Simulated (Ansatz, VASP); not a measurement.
## One calculation of Bi, two programs

File INCAR:

```
  PREC = Accurate
  ENCUT = 520
  EDIFF = 1E-6
  ISMEAR = -1
  SIGMA = 0.1
  LREAL = False
  LASPH = True
  NELM = 100
  ALGO = Normal
  ISIF = 2
  LWAVE = False
  LCHARG = False
  GGA = CA
  NBANDS = 22
```

KPOINTS

```
Automatic mesh
0
Gamma
  9 9 9
```

POSCAR

```
Bi
1.0
    2.2451514826      1.2962388128      3.8388382945
   -2.2451514826      1.2962388128      3.8388382945
    0.0000000000     -2.5924776257      3.8388382945
Bi
2
Direct
    0.2371145469      0.2371145469      0.2371145469
    0.7628854531      0.7628854531      0.7628854531
```

Input for Ansatz:

```yaml
crystal:
  lattice:
    - [2.2451514826, 1.2962388128, 3.8388382945]
    - [-2.2451514826, 1.2962388128, 3.8388382945]
    - [0.0, -2.5924776257, 3.8388382945]
  atoms:
    - { symbol: Bi, position: [0.2371145469, 0.2371145469, 0.2371145469] }
    - { symbol: Bi, position: [0.7628854531, 0.7628854531, 0.7628854531] }
hamiltonian:
  xc: lda
  pseudopotentials:
    kind: paw
    azcp:
      Bi: "pseudopotentials/Bi.paw.azcp"
basis:
  ecutwfc: 500
  fft_grid_basis: typed
kpoints:
  mp_grid: { grid: [9, 9, 9], shift: [0, 0, 0] }
magnetization:
  spin_polarized: false
scf:
  occupations: { method: fermi_dirac, width: 0.1 }
  lower_state_search: "off"
output:
  stress: true
```

Alike in both runs: task single point; functional LDA; k mesh 9 × 9 × 9; occupations fermi-dirac, width 0.1 eV; no spin polarisation.

```csv
,VASP,Ansatz
version,VASP 6.6.1,Ansatz 0.2.0
potentials or method,"VASP PAW LDA potentials, release 64 (Bi_d)","plane waves (500 eV) with PAW, scalar-relativistic"
plane-wave cutoff (eV),520,500
valence electrons in the cell,30,30
```

```tsv
	VASP	Ansatz	Ansatz less VASP
pressure (GPa)	0.1	0.0	-0.10
largest component of the traceless stress (GPa)	0.07	0.05	-0.015
```

Ansatz warned: «pseudo_functional_mismatch».
